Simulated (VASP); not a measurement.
# H2C11O (Diamond) in VASP: notebook

One slab, H2C11O (Diamond), is run at these levels: RPBE; tasks: single point.

Everything below comes from runs of VASP 6.6.1. Logs are shortened: lines on timing, memory, paths and dates and some standing lists are left out, and cuts for length are marked.

## Step 1: Starting point

The cell holds a slab with vacuum, 28 atoms: a = 5.075 Å, b = 2.538 Å, c = 29.430 Å, α = 90.00°, β = 90.00°, γ = 90.00°.

## Step 2: Single point, RPBE (clean slab, lower half held)

INCAR

```
PREC = Accurate
ENCUT = 520
EDIFF = 1E-6
ISMEAR = 0
SIGMA = 0.05
LREAL = Auto
LASPH = T
NELM = 100
ALGO = Fast
ISIF = 2
LWAVE = F
LCHARG = T
LDIPOL = T
IDIPOL = 3
DIPOL = 0.5 0.5 0.486
GGA = RP
LELF = T
LVHAR = T
LVACPOTAV = T
NBANDS = 65
```

KPOINTS

```
Automatic mesh
0
Gamma
  5 10 1
```

POSCAR

```
H2C11
1.0
    5.0750765036      0.0000000000      0.0000000000
    0.0000000000      2.5375382518      0.0000000000
    0.0000000000      0.0000000000     26.4297885269
H C
4 22
Direct
    0.2500000000      0.1331838547      0.3216068109
    0.2500000000      0.8668161453      0.3216068109
    0.7500000000      0.8668161453      0.3216068109
    0.7500000000      0.1331838547      0.3216068109
    0.2500000000      0.5000000000      0.3465118910
    0.7500000000      0.5000000000      0.3465118910
    0.5000000000      0.5000000000      0.3804567427
    0.0000000000      0.5000000000      0.3804567427
    0.5000000000      0.0000000000      0.4144015944
    0.0000000000      0.0000000000      0.4144015944
    0.7500000000      0.0000000000      0.4483464461
    0.2500000000      0.0000000000      0.4483464461
    0.7500000000      0.5000000000      0.4822912979
    0.2500000000      0.5000000000      0.4822912979
    0.0038657484      0.5000000000      0.5162629865
    0.4961342516      0.5000000000      0.5162629865
    0.0040064929      0.0000000000      0.5501761156
    0.4959935071      0.0000000000      0.5501761156
    0.2500000000      0.0000000000      0.5872559423
    0.7500000000      0.0000000000      0.5813110731
    0.2500000000      0.5000000000      0.6232765580
    0.7500000000      0.5000000000      0.6132333865
    0.5185670319      0.5000000000      0.6537323158
   -0.0185670319      0.5000000000      0.6537323158
    0.6136407600      0.0000000000      0.6794502069
    0.8863592400      0.0000000000      0.6794502069
```

Potentials or basis: VASP PAW PBE potentials, release 64 (H, C).

Launch:

```bash
cat potpaw_PBE.64/H/POTCAR potpaw_PBE.64/C/POTCAR > POTCAR
mpirun -np 1 vasp_std > vasp.out
```

OUTCAR:

```text
PREC = Accurate
   ENCUT = 520
   EDIFF = 1E-6
   ISMEAR = 0
   LREAL = Auto
   LASPH = T
   NELM = 100
   ISIF = 2
   GGA = RP

 ion  position               nearest neighbor table
   1  0.250  0.133  0.322-   2 0.68   5 1.14
   2  0.250  0.867  0.322-   1 0.68   5 1.14
   3  0.750  0.867  0.322-   4 0.68   6 1.14
   4  0.750  0.133  0.322-   3 0.68   6 1.14
   5  0.250  0.500  0.347-   1 1.14   2 1.14   7 1.55   8 1.55
   6  0.750  0.500  0.347-   3 1.14   4 1.14   7 1.55   8 1.55
   7  0.500  0.500  0.380-   5 1.55   6 1.55   9 1.55   9 1.55
   8  0.000  0.500  0.380-   5 1.55   6 1.55  10 1.55  10 1.55
   9  0.500  0.000  0.414-   7 1.55  11 1.55  12 1.55   7 1.55
  10  0.000  0.000  0.414-   8 1.55  11 1.55  12 1.55   8 1.55
[... 12 lines left out ...]
  23  0.519  0.500  0.654-  25 1.52  25 1.52  21 1.58  22 1.59
  24  0.981  0.500  0.654-  26 1.52  26 1.52  21 1.58  22 1.59
  25  0.614  0.000  0.679-  26 1.38  23 1.52  23 1.52
  26  0.886  0.000  0.679-  25 1.38  24 1.52  24 1.52

  LATTYP: Found a simple orthorhombic cell.
 ALAT       =     2.5375382518
 B/A-ratio  =     2.0000000000
 C/A-ratio  =    10.4155231978

  Lattice vectors:

 A1 = (   0.0000000000,  -2.5375382518,   0.0000000000)
 A2 = (   5.0750765036,   0.0000000000,   0.0000000000)
 A3 = (   0.0000000000,   0.0000000000,  26.4297885269)

Analysis of symmetry for initial positions (statically):
=====================================================================
 Subroutine PRICEL returns:
 Original cell was already a primitive cell.

 Routine SETGRP: Setting up the symmetry group for a
 simple orthorhombic supercell.

 Subroutine GETGRP returns: Found  4 space group operations
 (whereof  2 operations were pure point group operations)
 out of a pool of  8 trial point group operations.

The static configuration has the point symmetry C_1h.
 The point group associated with its full space group is C_2v.

Analysis of symmetry for dynamics (positions and initial velocities):
=====================================================================
 Subroutine PRICEL returns:
 Original cell was already a primitive cell.

 Routine SETGRP: Setting up the symmetry group for a
 simple orthorhombic supercell.

 Subroutine GETGRP returns: Found  4 space group operations
 (whereof  2 operations were pure point group operations)
 out of a pool of  8 trial point group operations.

The dynamic configuration has the point symmetry C_1h.
 The point group associated with its full space group is C_2v.

 Subroutine INISYM returns: Found  4 space group operations
 (whereof  2 operations are pure point group operations),
 and found     1 'primitive' translations

----------------------------------------------------------------------------------------

                                     Primitive cell

  volume of cell :     340.3681

  direct lattice vectors                    reciprocal lattice vectors
     5.075076504  0.000000000  0.000000000     0.197041365  0.000000000  0.000000000
     0.000000000  2.537538252  0.000000000     0.000000000  0.394082729  0.000000000
     0.000000000  0.000000000 26.429788527     0.000000000  0.000000000  0.037836095

  length of vectors
     5.075076504  2.537538252 26.429788527     0.197041365  0.394082729  0.037836095

  position of ions in fractional coordinates (direct lattice)
     0.250000000  0.133183855  0.321606811
     0.250000000  0.866816145  0.321606811
     0.750000000  0.866816145  0.321606811
     0.750000000  0.133183855  0.321606811
     0.250000000  0.500000000  0.346511891
     0.750000000  0.500000000  0.346511891
[... 18 lines left out ...]
     0.613640760  0.000000000  0.679450207
     0.886359240  0.000000000  0.679450207

  ion indices of the primitive-cell ions
   primitive index   ion index
                 1           1
                 2           2
                 3           3
                 4           4
                 5           5
                 6           6
[... 18 lines left out ...]
                25          25
                26          26

----------------------------------------------------------------------------------------

 KPOINTS: Automatic mesh

Automatic generation of k-mesh.
 Grid dimensions read from file:
 generate k-points for:    5   10    1

 Generating k-lattice:

  Cartesian coordinates                     Fractional coordinates (reciprocal lattice)
     0.039408273  0.000000000  0.000000000     0.200000000  0.000000000  0.000000000
     0.000000000  0.039408273  0.000000000     0.000000000  0.100000000  0.000000000
     0.000000000  0.000000000  0.037836095     0.000000000  0.000000000  1.000000000

  Length of vectors
     0.039408273  0.039408273  0.037836095

  Shift w.r.t. Gamma in fractional coordinates (k-lattice)
     0.000000000  0.000000000  0.000000000

 Subroutine IBZKPT returns following result:
 ===========================================

 Found     18 irreducible k-points:

 Following reciprocal coordinates:
            Coordinates               Weight
  0.000000  0.000000  0.000000      1.000000
  0.200000  0.000000  0.000000      2.000000
  0.400000  0.000000  0.000000      2.000000
  0.000000  0.100000  0.000000      2.000000
  0.200000  0.100000  0.000000      4.000000
  0.400000  0.100000  0.000000      4.000000
[... 10 lines left out ...]
  0.200000  0.500000  0.000000      2.000000
  0.400000  0.500000  0.000000      2.000000
   k-points           NKPTS =     18   k-points in BZ     NKDIM =     18   number of bands    NBANDS=     65
   number of dos      NEDOS =    301   number of ions     NIONS =     26
   total plane-waves  NPLWV = 160000
   dimension x,y,z NGX =    40 NGY =   20 NGZ =  200
   dimension x,y,z NGXF=    80 NGYF=   40 NGZF=  400
   ions per type =               4  22
   NGX,Y,Z   is equivalent  to a cutoff of  13.10, 13.10, 12.58 a.u.
   NGXF,Y,Z  is equivalent  to a cutoff of  26.21, 26.21, 25.16 a.u.
 SYSTEM =  unknown system
   PREC   = accura    normal or accurate (medium, high low for compatibility)
   ISTART =      0    job   : 0-new  1-cont  2-samecut
   ICHARG =      2    charge: 1-file 2-atom 10-const
   ISPIN  =      1    spin polarized calculation?
   LNONCOLLINEAR =      F non collinear calculations
   LSORBIT =      F    spin-orbit coupling
   LASPH  =      T    aspherical Exc in radial PAW
   ENCUT  =  520.0 eV  38.22 Ry    6.18 a.u.   9.44  4.72 49.14*2*pi/ulx,y,z
   NELM   =    100;   NELMIN=  2; NELMDL= -5     # of ELM steps
   EDIFF  = 0.1E-05   stopping-criterion for ELM
   LREAL  =      T    real-space projection
   EDIFFG = 0.1E-04   stopping-criterion for IOM
   NSW    =      0    number of steps for IOM
   IBRION =     -1    ionic relax: 0-MD 1-quasi-New 2-CG
   NFREE  =      0    steps in history (QN), initial steepest desc. (CG)
   ISIF   =      2    stress and relaxation
   ISYM   =      2    0-nonsym 1-usesym 2-fastsym
   POTIM  = 0.5000    time-step for ionic-motion
   TEBEG  =    0.0;   TEEND  =   0.0 temperature during run
   PSTRESS=    0.0 pullay stress
   NELECT =      92.0000    total number of electrons
   NUPDOWN=      -1.0000    fix difference up-down
   EMIN   =  10.00;   EMAX   =-10.00  energy-range for DOS
   EFERMI =   0.00;   METHOD = LEGACY
   ISMEAR =     0;   SIGMA  =   0.05  broadening in eV -4-tet -1-fermi 0-gaus
   EFERMI_NEDOS =   21; number of points for ismear=-14 and -15
   IALGO  =     68    algorithm
   IMIX   =      4    mixing-type and parameters
     AMIX     =   0.40;   BMIX     =  1.00
     AMIX_MAG =   1.60;   BMIX_MAG =  1.00
  volume/ion in A,a.u.               =      13.09        88.34
  Fermi-wavevector in a.u.,A,eV,Ry     =   1.058493  2.000261 15.244056  1.120407
  Thomas-Fermi vector in A             =   2.193804
   LORBIT       =      0    0 simple, 1 ext, 2 COOP (PROOUT), +10 PAW based schemes
   GGA     = RP    functional components
   LHFCALC =     F    Hartree Fock is set to
   AEXX    =    0.0000 exact exchange contribution
   IVDW    =     0    specifies the selected vdW correction
   LEPSILON=     F    determine dielectric tensor
   LRPA    =     F    only Hartree local field effects (RPA)
 non-spin polarized calculation
 RMM-DIIS sequential band-by-band and
 Gauss-broadening in eV      SIGMA  =   0.05
  energy-cutoff  :      520.00
  volume of cell :      340.37
 maximum number of plane-waves:      9213
 NGX is ok and might be reduce to    40

 number of electron      92.0000004 magnetization

 dipolmoment           0.000000      0.000000      0.208620 electrons x Angstroem

 Free energy of the ion-electron system (eV)
  ---------------------------------------------------
  ext. energy  EPLUGINS =         0.00000000
  ---------------------------------------------------
  free energy    TOTEN  =      -193.01972142 eV

  energy without entropy =     -193.01972142  energy(sigma->0) =     -193.01972142

 E-fermi :   2.2036     XC(G=0):  -5.8448

 val. band max:        1.8998901436   @ k =   0.0000   0.0000   0.0000
 cond. band min:       2.6414773018   @ k =   0.0000   0.5000   0.0000
 fundamental gap:      0.7415871583
 Fermi energy:         2.2036111851

 k-point     1 :       0.0000    0.0000    0.0000
  band No.  band energies     occupation
      1     -20.0196      2.00000
      2     -19.4067      2.00000
      3     -18.3620      2.00000
      4     -16.8824      2.00000
      5     -15.5839      2.00000
      6     -15.5758      2.00000
[... 50 lines left out ...]
     57       7.0822      0.00000
     58       7.5391      0.00000

 k-point     2 :       0.2000    0.0000    0.0000
  band No.  band energies     occupation
      1     -19.8483      2.00000
      2     -19.2566      2.00000
      3     -18.2303      2.00000
      4     -17.0765      2.00000
      5     -16.7989      2.00000
      6     -16.2932      2.00000
[... 50 lines left out ...]
     57       7.3867      0.00000
     58       7.6935      0.00000
[... 913 lines left out ...]
     57       9.0076      0.00000
     58       9.2026      0.00000

 k-point    18 :       0.4000    0.5000    0.0000
  band No.  band energies     occupation
      1     -15.0342      2.00000
      2     -15.0041      2.00000
      3     -14.6455      2.00000
      4     -14.5553      2.00000
      5     -14.0178      2.00000
      6     -13.9932      2.00000
[... 50 lines left out ...]
     57       8.4987      0.00000
     58       8.6524      0.00000
 [bands above 58 left out]

------------------------ aborting loop because EDIFF is reached ----------------------------------------

  FORCE on cell =-STRESS in cart. coord.  units (eV):
  Direction    XX          YY          ZZ          XY          YZ          ZX
  --------------------------------------------------------------------------------------
  -------------------------------------------------------------------------------------
  Total       -1.9035254     40.0724749     -3.2833888      0.0000000      0.0000000      0.0000000
  in kB       -8.9602550    188.6287421    -15.4555338      0.0000000      0.0000000      0.0000000
  external PRESSURE =      54.7376511 kB  Pullay stress =       0.0000000 kB

 VOLUME and BASIS-vectors are now :
 -----------------------------------------------------------------------------
  energy-cutoff  :      520.00
  volume of cell :      340.37
      direct lattice vectors                 reciprocal lattice vectors
     5.075076504  0.000000000  0.000000000     0.197041365  0.000000000  0.000000000
     0.000000000  2.537538252  0.000000000     0.000000000  0.394082729  0.000000000
     0.000000000  0.000000000 26.429788527     0.000000000  0.000000000  0.037836095

 POSITION                                       TOTAL-FORCE (eV/Angst)
 -----------------------------------------------------------------------------------
      1.26877      0.33796      8.50000         0.000000     11.688892      0.525441
      1.26877      2.19958      8.50000         0.000000    -11.688892      0.525441
      3.80631      2.19958      8.50000        -0.000000    -11.689119      0.524692
      3.80631      0.33796      8.50000        -0.000000     11.689119      0.524692
      1.26877      1.26877      9.15824         0.000000      0.000000      0.163403
      3.80631      1.26877      9.15824         0.000000      0.000000      0.154319
[... 18 lines left out ...]
      3.11427      0.00000     17.95773        -0.062371      0.000000      0.037065
      4.49834      0.00000     17.95773         0.062371      0.000000      0.037065
 -----------------------------------------------------------------------------------
    total drift:                                0.000000     -0.000000      0.005727

  FREE ENERGIE OF THE ION-ELECTRON SYSTEM (eV)
  ---------------------------------------------------
  free  energy   TOTEN  =      -193.0197214230 eV

  energy  without entropy=     -193.0197214230  energy(sigma->0) =     -193.01972142

 vacuum level on the upper side and lower side of the slab         6.883         3.952
```

It took 9.1 min on 1 thread of Intel Xeon Platinum 8375C at 2.90GHz (Ice Lake), shared host; peak memory 0.52 GiB.

Results:

- Free energy: -193.0197 eV
- Largest force: 11.701 eV/Å
- Band gap on the k mesh: 0.74 eV, indirect (least direct gap 1.28 eV)
- Ionisation potential of the upper face: 4.98 eV

Forces on the atoms (eV/Å):
```
H     0.000  11.689   0.525
H     0.000 -11.689   0.525
H     0.000 -11.689   0.525
H     0.000  11.689   0.525
C     0.000   0.000   0.163
C     0.000   0.000   0.154
C     0.012   0.000  -1.297
C    -0.012   0.000  -1.297
C    -0.026   0.000   0.075
C     0.026   0.000   0.075
C     0.000   0.000   0.058
C     0.000   0.000  -0.083
C     0.000   0.000   0.326
C     0.000   0.000  -0.312
C    -0.013   0.000  -0.008
C     0.013   0.000  -0.008
C     0.009   0.000  -0.007
C    -0.009   0.000  -0.007
C     0.000   0.000   0.019
C     0.000   0.000  -0.006
C     0.000   0.000   0.011
C     0.000   0.000   0.005
C    -0.025   0.000  -0.019
C     0.025   0.000  -0.019
C    -0.062   0.000   0.037
C     0.062   0.000   0.037
```

Levels at points of the mesh, in eV from the valence-band top:
| k point | band 44 | band 45 | band 46 | band 47 | band 48 | band 49 |
| --- | --- | --- | --- | --- | --- | --- |
| (0.00, 0.00, 0.00) | -0.70 | -0.48 | 0.00 | 1.28 | 1.92 | 3.44 |
| (0.00, 0.50, 0.00) | -3.29 | -3.14 | -2.34 | 0.74 | 3.02 | 3.75 |

Caveat: the PAW data sets were made with another functional, which shifts forces and pressure a little.

## Step 3: Single point, RPBE

This run uses another cell than the first one: it holds 28 atoms, not 26.

INCAR

```
SYSTEM = H2C11O
ALGO = Fast
DIPOL = 0.5 0.5 0.452
EDIFF = 1E-7
ENCUT = 520
GGA = RP
IDIPOL = 3
ISIF = 2
ISMEAR = 0
LASPH = .TRUE.
LCHARG = .TRUE.
LDIPOL = .TRUE.
LELF = .TRUE.
LREAL = Auto
LVACPOTAV = .TRUE.
LVHAR = .TRUE.
LWAVE = .FALSE.
NBANDS = 72
NELM = 100
PREC = Accurate
SIGMA = 0.05
```

KPOINTS

```
k-points
0
G
  5 10 1
  0 0 0
```

POSCAR

```
H2C11O
1.0
    5.0750765036      0.0000000000      0.0000000000
    0.0000000000      2.5375382518      0.0000000000
    0.0000000000      0.0000000000     29.4297885269
H C O
4 22 2
Direct
    0.2500000000      0.1331838547      0.2888230064
    0.2500000000      0.8668161453      0.2888230064
    0.7500000000      0.8668161453      0.2888230064
    0.7500000000      0.1331838547      0.2888230064
    0.2500000000      0.5000000000      0.3111893241
    0.7500000000      0.5000000000      0.3111893241
    0.5000000000      0.5000000000      0.3416739214
    0.0000000000      0.5000000000      0.3416739214
    0.5000000000      0.0000000000      0.3721585187
    0.0000000000      0.0000000000      0.3721585187
    0.7500000000      0.0000000000      0.4026431161
    0.2500000000      0.0000000000      0.4026431161
    0.7500000000      0.5000000000      0.4331277134
    0.2500000000      0.5000000000      0.4331277134
    0.0000054870      0.5000000000      0.4636112824
    0.4999945130      0.5000000000      0.4636112824
   -0.0000055368      0.0000000000      0.4940909185
    0.5000055368      0.0000000000      0.4940909185
    0.2500000000      0.0000000000      0.5246032669
    0.7500000000      0.0000000000      0.5245897246
    0.2500000000      0.5000000000      0.5550239741
    0.7500000000      0.5000000000      0.5550043003
    0.5000385885      0.5000000000      0.5858094310
   -0.0000385885      0.5000000000      0.5858094310
    0.5000566345      0.0000000000      0.6157048831
    0.9999433655      0.0000000000      0.6157048831
    1.0000828197      0.0000000000      0.6563579978
    0.4999171803      0.0000000000      0.6563579978
```

Potentials or basis: VASP PAW PBE potentials, release 64 (H, C, O).

Launch:

```bash
cat potpaw_PBE.64/H/POTCAR potpaw_PBE.64/C/POTCAR potpaw_PBE.64/O/POTCAR > POTCAR
mpirun -np 1 vasp_std > vasp.out
```

Wall time 26 min (1 thread of AMD EPYC 7R13 (Zen 3), shared host); peak memory 0.57 GiB.

Results (log left out):

- Free energy: -206.4621 eV
- Largest force: 11.701 eV/Å
- Band gap on the k mesh: 0.24 eV
- Ionisation potential of the upper face: 7.65 eV

Forces on the atoms (eV/Å):
```
H     0.000  11.689   0.526
H     0.000 -11.689   0.526
H     0.000 -11.689   0.526
H     0.000  11.689   0.526
C     0.000   0.000   0.178
C     0.000   0.000   0.178
C     0.000   0.000  -1.307
C     0.000   0.000  -1.307
C     0.000   0.000   0.078
C     0.000   0.000   0.078
C     0.000   0.000  -0.018
C     0.000   0.000  -0.018
C     0.000   0.000   0.007
C     0.000   0.000   0.007
C    -0.002   0.000   0.004
C     0.002   0.000   0.004
C     0.003   0.000   0.004
C    -0.003   0.000   0.004
C     0.000   0.000  -0.006
C     0.000   0.000  -0.002
C     0.000   0.000  -0.005
C     0.000   0.000   0.004
C     0.001   0.000  -0.005
C    -0.001   0.000  -0.005
C    -0.002   0.000  -0.593
C     0.002   0.000  -0.593
O    -0.002   0.000   0.605
O     0.002   0.000   0.605
```

Levels at points of the mesh, in eV from the valence-band top:
| k point | band 49 | band 50 | band 51 | band 52 | band 53 | band 54 | band 55 | band 56 |
| --- | --- | --- | --- | --- | --- | --- | --- | --- |
| (0.00, 0.00, 0.00) | -0.88 | -0.51 | -0.02 | 0.00 | 0.87 | 1.02 | 2.19 | 3.03 |
| (0.00, 0.50, 0.00) | -3.69 | -3.14 | -2.49 | -2.49 | 0.24 | 2.62 | 3.34 | 3.87 |

Caveat: the standard files for N, O and F lose accuracy on very short bonds; the PAW data sets were made with another functional, which shifts forces and pressure a little. As with any semilocal functional, this RPBE gap is likely too small.
